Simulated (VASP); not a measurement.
# CdS (Fm-3m) in VASP: a series of runs

One crystal, CdS, is run at these levels: PBE; tasks: G0W0 quasiparticle levels.

Everything below comes from runs of VASP 6.6.1. Logs are shortened: lines on timing, memory, paths and dates and some standing lists are left out, and cuts for length are marked.

### 1 Starting point

It takes space group Fm-3m (No. 225, cubic). The conventional cell has a = 5.506 Å, b = 5.506 Å, c = 5.506 Å, α = 90.00°, β = 90.00°, γ = 90.00°. Around Cd (site symmetry m-3m) lie 6 S at 2.75 Å. S (site symmetry m-3m) is surrounded by 6 Cd at 2.75 Å.

Measurements of this composition are mostly on another form, of space group No. 186.

### 2 G0W0 quasiparticle levels, PBE

POSCAR

```
CdS
1.0
    0.0000000000      2.7532440000      2.7532440000
    2.7532440000      0.0000000000      2.7532440000
    2.7532440000      2.7532440000      0.0000000000
Cd S
1 1
Direct
    0.0000000000      0.0000000000      0.0000000000
    0.5000000000      0.5000000000      0.5000000000
```

INCAR.step1

```
PREC = Accurate ; ENCUT = 450
EDIFF = 1E-8 ; ISMEAR = 0
SIGMA = 0.01 ; LREAL = F
LASPH = T ; NELM = 60
ALGO = Normal ; LWAVE = T
LCHARG = F ; GGA = PE
```

INCAR.step2

```
PREC = Accurate ; ENCUT = 450
EDIFF = 1E-8 ; ISMEAR = 0
SIGMA = 0.01 ; LREAL = F
LASPH = T ; NELM = 1
ALGO = Exact ; LWAVE = T
LCHARG = F ; GGA = PE
NBANDS = 59 ; LOPTICS = T
ISTART = 1
```

INCAR.step3

```
PREC = Accurate ; ENCUT = 450
EDIFF = 1E-8 ; ISMEAR = 0
SIGMA = 0.01 ; LREAL = F
LASPH = T ; ALGO = EVGW0
LWAVE = F ; LCHARG = F
GGA = PE ; NELMGW = 1
NBANDS = 59 ; ENCUTGW = 150
NOMEGA = 100 ; PRECFOCK = Fast
ISTART = 1 ; NBANDSGW = 17
```

KPOINTS

```
Automatic mesh
0
Gamma
  3 3 3
```

Potentials or basis: VASP PAW PBE potentials, release 64 (Cd_GW, S_GW).

The run is started by

```sh
> cat potpaw_PBE.64/Cd_GW/POTCAR potpaw_PBE.64/S_GW/POTCAR > POTCAR
> cp INCAR.step1 INCAR
> mpirun -np 1 vasp_std > vasp.out
> cp INCAR.step2 INCAR
> mpirun -np 1 vasp_std > vasp.out
> cp INCAR.step3 INCAR
> mpirun -np 1 vasp_std > vasp.out
```

OUTCAR:

```text
PREC = Accurate
   ENCUT = 450
   EDIFF = 1E-8
   ISMEAR = 0
   LREAL = F
   LASPH = T
   GGA = PE
   NELMGW = 1
   ENCUTGW = 150
   PRECFOCK = Fast
   ISTART = 1

 Found      4 irreducible k-points:

 Following reciprocal coordinates:
            Coordinates               Weight
  0.000000  0.000000  0.000000      1.000000
  0.333333  0.000000  0.000000      8.000000
  0.333333  0.333333  0.000000      6.000000
 -0.333333  0.333333  0.000000     12.000000
   k-points           NKPTS =      4   k-points in BZ     NKDIM =     27   number of bands    NBANDS=     59
   number of dos      NEDOS =    301   number of ions     NIONS =      2
   total plane-waves  NPLWV =  21952
   dimension x,y,z NGX =    28 NGY =   28 NGZ =   28
   dimension x,y,z NGXF=    56 NGYF=   56 NGZF=   56
   ions per type =               1   1
   NGX,Y,Z   is equivalent  to a cutoff of  11.95, 11.95, 11.95 a.u.
   NGXF,Y,Z  is equivalent  to a cutoff of  23.91, 23.91, 23.91 a.u.
 SYSTEM =  unknown system
   PREC   = accura    normal or accurate (medium, high low for compatibility)
   ISTART =      1    job   : 0-new  1-cont  2-samecut
   ICHARG =      0    charge: 1-file 2-atom 10-const
   ISPIN  =      1    spin polarized calculation?
   LNONCOLLINEAR =      F non collinear calculations
   LSORBIT =      F    spin-orbit coupling
   LASPH  =      T    aspherical Exc in radial PAW
   ENCUT  =  450.0 eV  33.07 Ry    5.75 a.u.   6.73  6.73  6.73*2*pi/ulx,y,z
   NELM   =     60;   NELMIN=  2; NELMDL=  0     # of ELM steps
   EDIFF  = 0.1E-07   stopping-criterion for ELM
   LREAL  =      F    real-space projection
   EDIFFG = 0.1E-06   stopping-criterion for IOM
   NSW    =      0    number of steps for IOM
   IBRION =     -1    ionic relax: 0-MD 1-quasi-New 2-CG
   NFREE  =      0    steps in history (QN), initial steepest desc. (CG)
   ISIF   =      0    stress and relaxation
   ISYM   =      3    0-nonsym 1-usesym 2-fastsym
   POTIM  = 0.5000    time-step for ionic-motion
   TEBEG  =    0.0;   TEEND  =   0.0 temperature during run
   PSTRESS=    0.0 pullay stress
   NELECT =      18.0000    total number of electrons
   NUPDOWN=      -1.0000    fix difference up-down
   EMIN   =  10.00;   EMAX   =-10.00  energy-range for DOS
   EFERMI =   0.00;   METHOD = LEGACY
   ISMEAR =     0;   SIGMA  =   0.01  broadening in eV -4-tet -1-fermi 0-gaus
   EFERMI_NEDOS =   21; number of points for ismear=-14 and -15
   IALGO  =     38    algorithm
   IMIX   =      4    mixing-type and parameters
     AMIX     =   0.40;   BMIX     =  1.00
     AMIX_MAG =   1.60;   BMIX_MAG =  1.00
  volume/ion in A,a.u.               =      20.87       140.84
  Fermi-wavevector in a.u.,A,eV,Ry     =   1.236833  2.337275 20.813583  1.529755
  Thomas-Fermi vector in A             =   2.371425
   LORBIT       =      0    0 simple, 1 ext, 2 COOP (PROOUT), +10 PAW based schemes
   GGA     = PE    functional components
   LHFCALC =     T    Hartree Fock is set to
   PRECFOCK=fast      Normal, Fast or Accurate (Low or Medium for compatibility)
   ENCUT4O =  -1.0   cutoff for four orbital integrals eV
   NKREDX  =     1    reduce k-point grid by
   NKREDY  =     1    reduce k-point grid by
   NKREDZ  =     1    reduce k-point grid by
   AEXX    =    1.0000 exact exchange contribution
   HFSCREEN=    0.0000 screening length (either q_TF or 0.3 A-1)
   HFSCREENC=   0.0000 screening length for correlation (either q_TF or 0.3 A-1)
   ENCUTFOCK=  -1.0 apply spherical cutoff to Coloumb kernel
   IVDW    =     0    specifies the selected vdW correction
   LEPSILON=     F    determine dielectric tensor
   LRPA    =     F    only Hartree local field effects (RPA)
   LRPAFORCE           =     F    calculate RPA forces
   ENCUTGW             = 150.0    cutoff for response function in eV
   ENCUTGWSOFT         = 120.0    soft cutoff for Coulomb kernel in GW response function in eV
   ENCUTLF             =  -1.0    cutoff for local field effects
   NELMGW              =     1    number of iterations in solving QP/BSE equation
   NELMHF              =     1    number of iterations in the inner HF iteration
   NKREDLFX            =     1    NKREDLFY  =   1   NKREDLFZ  =   1
 non-spin polarized calculation
 Gauss-broadening in eV      SIGMA  =   0.01
  energy-cutoff  :      450.00
  volume of cell :       41.74
 maximum number of plane-waves:       906
  NGX = 16; NGY = 16; NGZ = 16
   NGX = 13   NGY = 13   NGZ = 13
 maximum number of plane-waves:       176

 QP shifts <psi_nk| G(iteration)W_0 |psi_nk>: iteration 1
 for sc-GW calculations column KS-energies equals QP-energies in previous step
 and V_xc(KS)=  KS-energies - (<T + V_ion + V_H > + <T+V_H+V_ion>^1  + <V_x>^1)

 k-point   1 :       0.0000    0.0000    0.0000
  band No.  KS-energies  QP-energies   sigma(KS)   V_xc(KS)     V^pw_x(r,r')   Z            occupation Imag(sigma)

      1      -8.2276      -8.3383     -12.8465     -12.6776     -20.6296       0.6555       2.0000       1.2439
      2      -3.3313      -4.9323     -17.5462     -15.3687     -23.1447       0.7352       2.0000      -0.3161
      3      -3.3313      -4.9323     -17.5462     -15.3687     -23.1447       0.7352       2.0000      -0.3161
      4      -3.3313      -4.9323     -17.5462     -15.3687     -23.1447       0.7352       2.0000      -0.3161
      5      -3.3249      -4.9067     -17.6512     -15.5045     -23.4091       0.7368       2.0000      -0.3012
      6      -3.3249      -4.9067     -17.6512     -15.5045     -23.4091       0.7368       2.0000      -0.3012
[... 9 lines left out ...]
     16      15.6056      16.0441      -9.5495     -10.1578      -3.6388       0.7209       0.0000      -0.4580
     17      15.6056      16.0441      -9.5495     -10.1578      -3.6388       0.7209       0.0000      -0.4580

 k-point   2 :       0.3333    0.0000    0.0000
  band No.  KS-energies  QP-energies   sigma(KS)   V_xc(KS)     V^pw_x(r,r')   Z            occupation Imag(sigma)

      1      -7.4583      -7.5453     -13.2970     -13.1620     -20.8816       0.6454       2.0000       1.1068
      2      -3.5365      -5.0689     -17.3600     -15.2500     -23.1242       0.7262       2.0000      -0.2565
      3      -3.5365      -5.0689     -17.3600     -15.2500     -23.1242       0.7262       2.0000      -0.2565
      4      -3.4494      -4.9889     -17.1308     -15.0319     -22.7137       0.7335       2.0000      -0.2790
      5      -3.1877      -4.7955     -17.7233     -15.5481     -23.3571       0.7391       2.0000      -0.3226
      6      -3.1877      -4.7955     -17.7233     -15.5481     -23.3571       0.7391       2.0000      -0.3226
[... 9 lines left out ...]
     16      15.8326      16.4050      -9.9323     -10.6923      -4.6916       0.7531       0.0000      -0.3180
     17      21.5622      22.1839     -10.2131     -11.0368      -3.7775       0.7546       0.0000      -0.8965

 k-point   3 :       0.3333    0.3333    0.0000
  band No.  KS-energies  QP-energies   sigma(KS)   V_xc(KS)     V^pw_x(r,r')   Z            occupation Imag(sigma)

      1      -7.4873      -7.6450     -13.6051     -13.3587     -21.1871       0.6400       2.0000       1.0002
      2      -3.4402      -5.0211     -17.3647     -15.2039     -22.9533       0.7316       2.0000      -0.3110
      3      -3.2482      -4.8376     -17.7351     -15.5834     -23.5002       0.7387       2.0000      -0.2895
      4      -3.1787      -4.5768     -16.9315     -15.0296     -22.6047       0.7351       2.0000      -0.1541
      5      -3.1577      -4.7625     -17.7157     -15.5467     -23.3394       0.7399       2.0000      -0.3278
      6      -3.1577      -4.7625     -17.7157     -15.5467     -23.3394       0.7399       2.0000      -0.3278
[... 9 lines left out ...]
     16      19.5780      20.3588     -10.5055     -11.5432      -4.2763       0.7524       0.0000      -0.7452
     17      19.5780      20.3588     -10.5055     -11.5432      -4.2763       0.7524       0.0000      -0.7452

 k-point   4 :      -0.3333    0.3333    0.0000
  band No.  KS-energies  QP-energies   sigma(KS)   V_xc(KS)     V^pw_x(r,r')   Z            occupation Imag(sigma)

      1      -7.1911      -7.3468     -13.8744     -13.6351     -21.4151       0.6505       2.0000       0.9382
      2      -3.4626      -5.0000     -17.4357     -15.3329     -23.2267       0.7311       2.0000      -0.2490
      3      -3.4289      -4.9598     -17.1568     -15.0640     -22.7523       0.7315       2.0000      -0.2751
      4      -3.2651      -4.8438     -17.4675     -15.3251     -23.0689       0.7369       2.0000      -0.3075
      5      -3.1335      -4.7453     -17.7667     -15.5914     -23.3913       0.7409       2.0000      -0.3277
      6      -2.8377      -4.2726     -17.5523     -15.6200     -23.2646       0.7426       2.0000      -0.2140
[... 9 lines left out ...]
     16      19.7754      20.4662     -10.2545     -11.1813      -3.9643       0.7454       0.0000      -0.8003
     17      20.9739      21.7011     -10.2997     -11.2693      -4.0494       0.7499       0.0000      -0.8624
```

OUTCAR.step1:

```text
PREC = Accurate
   ENCUT = 450
   EDIFF = 1E-8
   ISMEAR = 0
   LREAL = F
   LASPH = T
[... 169 lines left out ...]
 -----------------------------------------------------------------------------------
      0.00000      0.00000      0.00000         0.000000      0.000000      0.000000
      2.75324      2.75324      2.75324         0.000000      0.000000      0.000000
 -----------------------------------------------------------------------------------
    total drift:                                0.000000      0.000000      0.000000

  FREE ENERGIE OF THE ION-ELECTRON SYSTEM (eV)
  ---------------------------------------------------
  free  energy   TOTEN  =        -5.6339770733 eV

  energy  without entropy=       -5.6339770733  energy(sigma->0) =       -5.63397707
```

Run time: 22 s. Hardware: 1 thread of Intel Xeon 6975P-C (Granite Rapids), shared host; peak memory 0.26 GiB.

These settings aren't checked as converged: the numbers below hold their error.

Results:

| Item | Value |
| --- | --- |
| Band gap on the k mesh, mean-field level | 0.97 eV, indirect (least direct gap 1.47 eV) |
| Quasiparticle gap | 1.56 eV |
| Least direct quasiparticle gap | 2.06 eV |

Caveat: the k mesh is coarse (spacing up to 0.66 Å⁻¹), so the values aren't converged; bands, screening cutoff and mesh are small and nothing is extrapolated, so the quasiparticle values aren't converged; an odd mesh through Γ misses points on the zone boundary, where band edges often lie.

(Continued in part 2 of 2.)
